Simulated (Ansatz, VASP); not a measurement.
## Cross-check of KI between VASP and Ansatz

One calculation is typed for both programs; each brings its own data sets and cutoff. How far apart do they land? The cell is taken from a series of VASP runs on this material, whose earlier steps may have relaxed, scaled or displaced it; both programs get it as it stands.

Calculated with Ansatz 0.2.0; plane waves, with VASP 6.6.1 beside it; relaxation of cell and atoms at LDA.

**1. The structure**

The structure is cubic, space group Fm-3m (No. 225). The conventional cell has a = 6.827 Å, b = 6.827 Å, c = 6.827 Å, α = 90.00°, β = 90.00°, γ = 90.00°. Nearest to I lie 6 K at 3.41 Å. Nearest to K lie 6 I at 3.41 Å. Farther neighbours and most contacts between anions are not listed.

**2. VASP: relaxation of cell and atoms, LDA**

The relaxed volume is the usual yardstick between codes: its relative difference is about their pressure difference at one cell divided by the bulk modulus.

Lines of VASP's logs that name or quote its potential files are left out, and so is its time.

Contents of INCAR:

```
SYSTEM = KI
PREC = Accurate
ENCUT = 500
EDIFF = 1E-07
NELM = 100
ISMEAR = 0
SIGMA = 0.03
LREAL = .FALSE.
ALGO = Normal
GGA = CA
NBANDS = 14
LORBIT = 11
LWAVE = .FALSE.
LCHARG = .FALSE.
KPAR = 4
IBRION = 2
NSW = 50
ISIF = 3
EDIFFG = -0.002
```

Contents of POSCAR:

```
KI
1.0
    0.0000000000      3.4137031115      3.4137031115
    3.4137031115      0.0000000000      3.4137031115
    3.4137031115      3.4137031115      0.0000000000
I K
1 1
Direct
    0.5000000000      0.5000000000      0.5000000000
    0.0000000000      0.0000000000      0.0000000000
```

Contents of KPOINTS:

```
Automatic mesh
0
Gamma
6 6 6
0 0 0
```

The projector-augmented-wave data sets are I and K_sv (LDA family, release 64).

Launch:

```bash
mpirun -np 4 vasp_std
```

Numbers of over 12 decimals in the logs are rounded to 6 here.

What it wrote:

```text
[banner, memory and clock lines left out]
running    4 mpi-ranks, on    1 nodes
 distrk:  each k-point on    1 cores,    4 groups
 distr:  one band on    1 cores,    1 groups

 POSCAR found type information on POSCAR I K
 POSCAR found :  2 types and       2 ions
 LDA part: xc-table for (Slater(with rela. corr.)+CA(PZ))
 , standard interpolation
 POSCAR, INCAR and KPOINTS ok, starting setup
 FFT: planning ... GRIDC
 FFT: planning ... GRID_SOFT
 FFT: planning ... GRID
 WAVECAR not read
 entering main loop
       N       E                     dE             d eps       ncg     rms          rms(c)
DAV:   1     0.956951790627E+02    0.95695E+02   -0.64975E+03   448   0.955E+02
DAV:   2    -0.174371916348E+00   -0.95870E+02   -0.89533E+02   562   0.245E+02
DAV:   3    -0.597950657603E+01   -0.58051E+01   -0.57714E+01   608   0.496E+01
DAV:   4    -0.625040134268E+01   -0.27089E+00   -0.27080E+00   718   0.103E+01
DAV:   5    -0.625343878794E+01   -0.30374E-02   -0.30374E-02   622   0.110E+00    0.403E+00
DAV:   6    -0.617921516132E+01    0.74224E-01   -0.80626E-02   538   0.193E+00    0.278E+00
DAV:   7    -0.616620169004E+01    0.13013E-01   -0.87333E-02   544   0.175E+00    0.813E-01
DAV:   8    -0.616612567782E+01    0.76012E-04   -0.13649E-02   514   0.904E-01    0.217E-01
DAV:   9    -0.616610163762E+01    0.24040E-04   -0.42230E-04   588   0.132E-01    0.107E-01
DAV:  10    -0.616613516485E+01   -0.33527E-04   -0.19380E-04   578   0.661E-02    0.778E-02
DAV:  11    -0.616612734009E+01    0.78248E-05   -0.55932E-05   478   0.463E-02    0.748E-03
DAV:  12    -0.616612747594E+01   -0.13585E-06   -0.22304E-06   532   0.120E-02    0.391E-03
DAV:  13    -0.616612759336E+01   -0.11742E-06   -0.17489E-07   526   0.325E-03    0.568E-03
DAV:  14    -0.616612758496E+01    0.84008E-08   -0.10152E-07   328   0.185E-03
   1 F= -.61661276E+01 E0= -.61661276E+01  d E =-.616613E+01
 curvature:   0.00 expect dE= 0.000E+00 dE for cont linesearch  0.000E+00
 trial: gam= 0.00000 g(F)=  0.564E-61 g(S)=  0.633E-06 ort = 0.000E+00 (trialstep = 0.100E+01)
 search vector abs. value=  0.633E-06
 reached required accuracy - stopping structural energy minimisation
```

Parts of OUTCAR (step 2):

```text
ion  position               nearest neighbor table
   1  0.500  0.500  0.500-   2 3.41   2 3.41   2 3.41   2 3.41   2 3.41   2 3.41
   2  0.000  0.000  0.000-   1 3.41   1 3.41   1 3.41   1 3.41   1 3.41   1 3.41

  LATTYP: Found a face centered cubic cell.
 ALAT       =     6.8274062230

 Subroutine GETGRP returns: Found 48 space group operations
 (whereof 48 operations were pure point group operations)

The static configuration has the point symmetry O_h .

 Found     16 irreducible k-points:

   k-points           NKPTS =     16   k-points in BZ     NKDIM =     16   number of bands    NBANDS=     14

   dimension x,y,z NGX =    36 NGY =   36 NGZ =   36
   dimension x,y,z NGXF=    72 NGYF=   72 NGZF=   72

   ENCUT  =  500.0 eV  36.75 Ry    6.06 a.u.   8.80  8.80  8.80*2*pi/ulx,y,z

   NELECT =      16.0000    total number of electrons

 k-points in reciprocal lattice and weights: Automatic mesh
   0.00000000  0.00000000  0.00000000       0.005
   0.16666667  0.00000000  0.00000000       0.037
   0.33333333  0.00000000  0.00000000       0.037
   0.50000000  0.00000000  0.00000000       0.019
   0.16666667  0.16666667  0.00000000       0.028
   0.33333333  0.16666667  0.00000000       0.111
   0.50000000  0.16666667  0.00000000       0.111
  -0.33333333  0.16666667  0.00000000       0.111
  -0.16666667  0.16666667  0.00000000       0.056
[...]
-0.33333333  0.33333333  0.16666667       0.111
  -0.33333333  0.50000000  0.16666667       0.056

 average (electrostatic) potential at core
       1 -94.4580       2 -34.9869

 E-fermi :   0.0854

 k-point     1 :       0.0000    0.0000    0.0000
  band No.  band energies     occupation
    ...
      4     -11.7704      2.00000
      5     -10.7866      2.00000
      6      -0.0440      2.00000
      7      -0.0440      2.00000
      8      -0.0440      2.00000
      9       3.8234      0.00000
     10       6.1744      0.00000
     11       6.1744      0.00000
     12       6.1744      0.00000
     13       7.0072      0.00000
    ...

 k-point     2 :       0.1667    0.0000    0.0000
  band No.  band energies     occupation
    ...
      4     -11.7713      2.00000
      5     -10.6461      2.00000
      6      -0.5809      2.00000
      7      -0.1685      2.00000
      8      -0.1685      2.00000
      9       4.5242      0.00000
     10       6.1257      0.00000
     11       6.4985      0.00000
     12       6.4985      0.00000
     13       7.3897      0.00000
    ...

 k-point     3 :       0.3333    0.0000    0.0000
  band No.  band energies     occupation
    ...
      4     -11.7729      2.00000
      5     -10.4077      2.00000
      6      -1.3684      2.00000
      7      -0.3939      2.00000
      8      -0.3939      2.00000
      9       5.1723      0.00000
     10       7.0002      0.00000
     11       7.3028      0.00000
     12       7.3028      0.00000
     13       8.3517      0.00000
    ...

  Total       -0.0029579     -0.0029579     -0.0029579     -0.0000000      0.0000000     -0.0000000
  in kB       -0.0595649     -0.0595649     -0.0595649     -0.0000000      0.0000000     -0.0000000
  external PRESSURE =      -0.0595649 kB  Pullay stress =       0.0000000 kB

  energy-cutoff  :      500.00
  volume of cell :       79.56
      direct lattice vectors                 reciprocal lattice vectors
     0.000000000  3.413703111  3.413703111    -0.146468508  0.146468508  0.146468508
     3.413703111  0.000000000  3.413703111     0.146468508 -0.146468508  0.146468508
     3.413703111  3.413703111  0.000000000     0.146468508  0.146468508 -0.146468508

 POSITION                                       TOTAL-FORCE (eV/Angst)
 -----------------------------------------------------------------------------------
      3.41370      3.41370      3.41370        -0.000000      0.000000     -0.000000
      0.00000      0.00000      0.00000         0.000000      0.000000      0.000000
 -----------------------------------------------------------------------------------
    total drift:                                0.000000      0.000000      0.000000

  FREE ENERGIE OF THE ION-ELECTRON SYSTEM (eV)
  ---------------------------------------------------
  free  energy   TOTEN  =        -6.1661275850 eV

  energy  without entropy=       -6.1661275850  energy(sigma->0) =       -6.16612758

 reached required accuracy - stopping structural energy minimisation

 total charge
# of ion       s       p       d       tot
------------------------------------------
    1        1.498   2.855   0.002   4.355
    2        1.959   5.562   0.032   7.552
--------------------------------------------------
tot          3.457   8.416   0.034  11.907

[... 3 further parts left out ...]
```

CONTCAR:

```
KI
   1.00000000000000
     0.0000000000000000    3.4137031114999998    3.4137031114999998
     3.4137031114999998    0.0000000000000000    3.4137031114999998
     3.4137031114999998    3.4137031114999998    0.0000000000000000
  I               K
     1     1
Direct
     0.5000000000000000    0.5000000000000000    0.5000000000000000
     0.0000000000000000    0.0000000000000000    0.0000000000000000
```

**3. Ansatz: relaxation of cell and atoms, LDA**

Ansatz runs on its default PAW (the set named soft_2) files.

The same cell, functional (in two slightly different forms), mesh and smearing now go to Ansatz, which takes its cutoff from its data sets.

Contents of input.yaml:

```yaml
crystal:
  lattice:
    - [0.0, 3.4137031115, 3.4137031115]
    - [3.4137031115, 0.0, 3.4137031115]
    - [3.4137031115, 3.4137031115, 0.0]
  atoms:
    - { symbol: I, position: [0.5, 0.5, 0.5] }
    - { symbol: K, position: [0.0, 0.0, 0.0] }
hamiltonian:
  xc: lda
  pseudopotentials: { kind: paw }
kpoints:
  mp_grid: { grid: [6, 6, 6] }
scf:
  occupations: { method: gaussian, width: 0.03 }
relax:
  f_tol: 0.01
  max_steps: 60
  cell: { stress_tol: 0.05 }
output:
  forces: true
  stress: true
  write_density: true
  write_potential: true
  elf: true
  volumetric_format: npy
```

Launch:

```bash
ansatz run input.yaml --threads 4 --pin off --max-ram 9216MiB --backend cpu --events-out ev --progress --plain --runs-dir out
```

What it wrote:

```text
Engine: ansatz 0.2.0, x86_64-unknown-linux-gnu
Pseudopotentials: kind: paw
Pseudopotential: I, paw, valence charge 17, recommended cutoff 420 eV (normal), I.paw.azcp
Pseudopotential: K, paw, valence charge 9, recommended cutoff 420 eV (normal), K.paw.azcp
Functional definition: SPW92
  exchange = slater_x
  correlation = pw_c
Crystal: 2 atoms, lattice volume = 79.562 Å³
Basis set: ecut = 420 eV, 1471 PW (Γ)
Bands: 17, of which v1, the nominal top of the filled ones, is band 13 counted from 1 (12 counted from 0)
Symmetry: 48 space group operations
Space group: Fm-3m (ITA 225), of the structure as read, at distance tolerance 4.3e-5 Å
k-points: 16 of 216
Non-local potential: I, projectors of the file, l = 0: 2, l = 1: 2, l = 2: 2, l = 3: 2
Non-local potential: K, projectors of the file, l = 0: 3, l = 1: 2, l = 2: 2
PAW form: soft (Blöchl's): semilocal exchange-correlation on the pseudo side does not see the compensation charge
PAW frozen core: I, regenerated for the run's functional, and the local potential with it (the file was generated under x = pbe(κ = 0.804, μ = 0.219515), c = pbe(β = 0.066725))
PAW frozen core: K, regenerated for the run's functional, and the local potential with it (the file was generated under x = pbe(κ = 0.804, μ = 0.219515), c = pbe(β = 0.066725))
PAW one-centre angular grid: I, 590 points (default); XC on 64 Gauss nodes
PAW one-centre angular grid: K, 110 points (default); XC on 64 Gauss nodes
Initial density: superposition of atomic densities (neutral atoms: chi_scale 0, normalization atom), corrected by the library's trained network
Initial wavefunctions: pseudopotential atomic-orbital guess
Functional: x = slater, c = lda
SCF iter   1: F=—  HF=-8855.099871 eV  |F-HF|=—  |Δ(HF+E_count)|=         —  Δρ=4.64e-3  dr2=7.96e-3  ethr=1.77e-3  ⟨swp⟩=7.3  Hψ=1630  notcnv=0
preconditioner: auto → none  [insulator: Δε(μ)=3.846 eV  Ē_g=13.639 eV  σ=0.030 eV  W_gap=1.00  n_scr=14 (ndim 8)  ℏωp=15.6 eV  f_vac=0.105  D(μ)=0.00/eV (n_scr^D=0)  ε∞_Penn≈2.3]
SCF iter   2: F=—  HF=-8855.097312 eV  |F-HF|=—  |Δ(HF+E_count)|=   2.56e-3  Δρ=2.27e-3  dr2=1.63e-3  ethr=3.06e-5  ⟨swp⟩=2.2  Hψ=570  notcnv=0
SCF iter   3: F=—  HF=-8855.097159 eV  |F-HF|=—  |Δ(HF+E_count)|=   1.53e-4  Δρ=3.93e-4  dr2=1.89e-4  ethr=6.28e-6  ⟨swp⟩=3.0  Hψ=441  notcnv=0
SCF iter   4: F=—  HF=-8855.097070 eV  |F-HF|=—  |Δ(HF+E_count)|=   8.89e-5  Δρ=6.86e-5  dr2=2.40e-6  ethr=7.28e-7  ⟨swp⟩=2.2  Hψ=472  notcnv=0
SCF iter   5: F=—  HF=-8855.097070 eV  |F-HF|=—  |Δ(HF+E_count)|=   1.01e-7  Δρ=1.07e-5  dr2=7.25e-8  ethr=9.23e-9  ⟨swp⟩=2.3  Hψ=446  notcnv=0
SCF iter   6: F=-8855.097070 eV  HF=-8855.097070 eV  |F-HF|=7.01e-9  |Δ(HF+E_count)|=   5.41e-9  Δρ=3.09e-6  dr2=6.13e-9  ethr=2.79e-10  ⟨swp⟩=6.4  Hψ=1614  notcnv=0
SCF 1 converged in 6 iterations: F = -8855.097070 eV  dr2 = 6.13e-9
  greatest PAW one-centre occupation: 1.000 electrons in one spin orbital (limit 2), on the I atom at site 0 (counted from 0), in its partial waves of l = 2
relax step   1: F+E_penalty+E_count = -8855.09706993 eV  Δ(F+E_penalty+E_count) = +0.000e0 eV  max|allowed force component| = 3.741e-29 eV/Å  Δτ_max = 0.0000 Å  P = -0.069 GPa  Ω = 79.562 Å³  (6 SCF iters, dr2 threshold 1.00e-7 eV, accepted)
[...]
relax step   2: F+E_penalty+E_count = -8855.09714436 eV  Δ(F+E_penalty+E_count) = -7.443e-5 eV  max|allowed force component| = 1.041e-28 eV/Å  Δτ_max = 0.0000 Å  P = -0.035 GPa  Ω = 79.389 Å³  energy of the carried Pulay correction = +1.834e-5 eV  (5 SCF iters, dr2 threshold 1.19e-8 eV, accepted)
[...]
relax step   3: F+E_penalty+E_count = -8855.09712483 eV  Δ(F+E_penalty+E_count) = +1.953e-5 eV  max|allowed force component| = 9.703e-29 eV/Å  Δτ_max = 0.0000 Å  P = -0.035 GPa  Ω = 79.389 Å³  stress off target by 3.46e-2 GPa  SCF on the basis re-selected at this cell (its energy is not comparable with the rows above)  (5 SCF iters)
basis re-selected at this cell: Δ(F+E_penalty+E_count) = +1.953e-5 eV, ΔP = +0.000 GPa vs the last step (what re-selecting the basis moved, of the pressure what is left beyond the Pulay correction that the steps carried, after the strain that the cell walked since its last selection, with what the two solves' SCF thresholds leave and, on support functions, any second-order correction that the steps lacked; it is no m [...]
SCF converged after 5 iterations
Free energy (F): -8855.097125 eV
Harris-Foulkes:  -8855.097125 eV  (|F-HF|=3.64e-12)
Internal energy: -8855.097125 eV  (E = F + TS)
E sigma→0 (E₀):  -8855.097125 eV
Fermi energy:    4.812729 eV
--- Per-component energies (eV) ---
  E_band       = -505.268614
  E_kinetic    = 444.295958
  E_local      = -2713.495826  (includes V_loc(G=0)·N_el)
  E_nonlocal   = -69.614589
  E_hartree    = 1288.991527
  E_xc         = -260.705910
  E_vxc        = -292.779505  (∫ρ·V_xc dr)
  E_paw        = -5403.469669  (= ΣΔE_a)
  E_vpaw       = -451.657689  (= ΣTr[D̂ρ^β])
  E_aug_tail   = 0.000068  (compensation charges beyond the density's cutoff)
  E_ewald      = -2142.137398
  E_core_change = 1.038715  (= ΣΔE_core)
  E_smearing   = -0.000000  (= −TS)
  E_closure    = 0.000000  (closes the sum)
  Σ components = -8855.097125   (vs F -8855.097125, Δ=0.00e0)
--- Forces (eV/Å), atoms counted from 1 ---
  atom   1  I      0.00000000    -0.00000000    -0.00000000
  atom   2  K     -0.00000000     0.00000000     0.00000000
  max |Σ_I F_I| component: 1.76e-28 eV/Å
--- Stress (GPa, compression-positive) ---
       -0.034589      -0.000000      -0.000000
       -0.000000      -0.034589      -0.000000
       -0.000000      -0.000000      -0.034589
  P = ⅓ Tr σ = -0.0346 GPa (-0.346 kbar)
--- Band table (eV; the first three rows and the last of 16) ---
  k-point 0: bands = [... 9 lower, -7.9099, 2.8809, 2.8809, 2.8809, 6.7443, 9.1200, 9.1200, 9.1200]
  k-point 1: bands = [... 9 lower, -7.7664, 2.3433, 2.7562, 2.7562, 7.4476, 9.0675, 9.4444, 9.4444]
  k-point 2: bands = [... 9 lower, -7.5258, 1.5557, 2.5302, 2.5302, 8.1026, 9.9348, 10.2496, 10.2496]
  k-point 15: bands = [... 9 lower, -7.6191, 1.8208, 2.1902, 2.1907, 8.2415, 9.3081, 10.2373, 11.3270]
--- Relaxed structure (2 steps of the walk, 2 accepted, 1 SCFs on fresh bases) ---
  F+E_penalty+E_count = -8855.09712483 eV   max|allowed force component| = 9.703e-29 eV/Å   (the final SCF, on the basis selected at the relaxed cell)
  cell:  # Å, volume = 79.3889 Å³
    - [0, 3.411222, 3.411222]
    - [3.411222, 0, 3.411222]
    - [3.411222, 3.411222, 0]
  atoms:
    - { symbol: I, position: [0.500000, 0.500000, 0.500000] }
    - { symbol: K, position: [0, 0, 0] }
```

Run time: 0.97 s. Hardware: 4 threads of Intel Xeon Platinum 8488C (Sapphire Rapids), shared host; peak memory 0.41 GiB.

**4. Differences**

Known differences besides the potentials themselves: the two LDA forms differ slightly; both relaxations stop at a tolerance, which leaves soft axes loose, and VASP keeps its plane-wave basis; the data sets hold 26 valence electrons in Ansatz (default PAW (the set named soft_2) files) and 16 in VASP; the cutoff is 420 eV in Ansatz and 500 eV in VASP; VASP's log shows a relativistic correction to its local exchange, Ansatz's none; Ansatz adds a Pulay correction to the stress that steers its cell, VASP none. Total energies have different zeros and are not compared.

Compared:

```csv
quantity,Ansatz,VASP,difference
volume (Å³),79.39,79.56,-0.22 %
"edge a after relaxation, in the typed setting (Å)",4.824,4.828,-0.07 %
```

The walks stopped with -0.03 GPa left in Ansatz and -0.01 GPa in VASP; each walk ends within a tolerance, so the volume difference is uncertain by about these residues over the bulk modulus, most in soft cells.

**5. Results**

| Item | Value |
| --- | --- |
| difference in volume (relaxation of cell and atoms, LDA) | -0.22 % |

In words: The difference in volume is -0.22 % (relaxation of cell and atoms, LDA), within the 1.2 % picked in this series as the mark of a large difference, as far as the stopping tolerances let one tell. How closely two codes agree says nothing of how well the functional describes the real material.

[Lines on the potential files, build, host, timing and source positions are cut from VASP's logs without a mark.]

[Logs are printed without paths, hosts, clocks, repeated set-up lines and the standing remarks that a program may print on its own settings, such as how far it seeks lower states.]

[Hosts, paths, dates, database ids (printed as entryN), source tags and the programs' standing remarks are cut or masked in the printed files.]
